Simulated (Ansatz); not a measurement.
The system is Sb.

```
Sb
1.0
     2.15420    1.24373    3.75800
    -2.15420    1.24373    3.75800
     0.00000   -2.48746    3.75800
Sb
2
Direct
  0.76651 0.76651 0.76651
  0.23349 0.23349 0.23349
```

Base run:

* Program: Ansatz 0.2.0
* Functional: LDA
* Potentials or basis: Ansatz PAW
* Cutoff: 420 eV
* Density cutoff: 1680 eV
* k mesh: 6 × 6 × 6
* Occupations: fermi-dirac, width 0.05 eV
* Spin: spin-orbit coupling, no magnetisation

Its results: band gap on the k mesh none (metal or under the smearing width); pressure -1.1 GPa; largest force 0.075 eV/Å.

Problem. The run is repeated on the same cell with these changes: functional from LDA to r2SCAN; cutoff from 420 eV to 500 eV; density cutoff from 1680 eV to 2000 eV. What comes out?

Solution. Band gap on the k mesh none (metal or under the smearing width); pressure 1.8 GPa; largest force 0.098 eV/Å.

Caveats: the PAW data sets come from PBE, with cores solved anew for the run's functional, which leaves a small shift of forces and pressure.

Not every run made on this cell is shown here.
